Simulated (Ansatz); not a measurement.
A run of Ansatz 0.2.0 is set up as follows.

File input.yaml:

```yaml
crystal:
  lattice:
    - [0.0, 3.018, 3.018]
    - [3.018, 0.0, 3.018]
    - [3.018, 3.018, 0.0]
  atoms:
    - { symbol: In, position: [0.0, 0.0, 0.0] }
    - { symbol: As, position: [0.75, 0.75, 0.75] }
hamiltonian:
  xc: pbe
  pseudopotentials: { kind: paw }
kpoints:
  mp_grid: { grid: [8, 8, 8] }
  band_path:
    path:
      - [[0.0, 0.0, 0.0], [0.5, 0.0, 0.5], [0.5, 0.25, 0.75], [0.375, 0.375, 0.75], [0.0, 0.0, 0.0], [0.5, 0.5, 0.5], [0.625, 0.25, 0.625], [0.5, 0.25, 0.75], [0.5, 0.5, 0.5], [0.375, 0.375, 0.75]]
      - [[0.625, 0.25, 0.625], [0.5, 0.0, 0.5]]
    npoints: 14
scf:
  occupations: { method: fermi_dirac, width: 0.05 }
  n_extra_bands: 6
output:
  forces: true
  stress: true
  eigenvalues: true
  fatbands: false
```

Potentials or basis: Ansatz PAW.

The run is started by

```console
$ ansatz run input.yaml --threads 2 --pin off --max-ram 5632MiB --backend cpu --events-out ev --progress --plain --runs-dir out
```

(1) Estimate the pressure.

(2) What does it give for the band gap on the k mesh?

## Answers

(1) 4.3 GPa.

(2) none (metal or under the smearing width).

Caveat: spin-orbit coupling is left out, which moves the levels of the heavy elements; this crystal is a semiconductor, whose small gap the functional closes, so the metal is an error of the method.

**Measured values to compare with.**

A printed reference work, data compilation reports, for a bulk crystal of InAs at 4.2 K: band gap 0.418 eV (direct).

Measured gap of InAs: 0.418 eV (direct; 4.2 K; a printed reference work, data compilation). This calculation gives 0.00 eV (-0.42 eV). Spin-orbit coupling on As, In is left out. The value is that of PBE on a finite k mesh, which can miss the band edges, without temperature or zero-point motion. Semilocal functionals fall short of measured gaps as a rule.
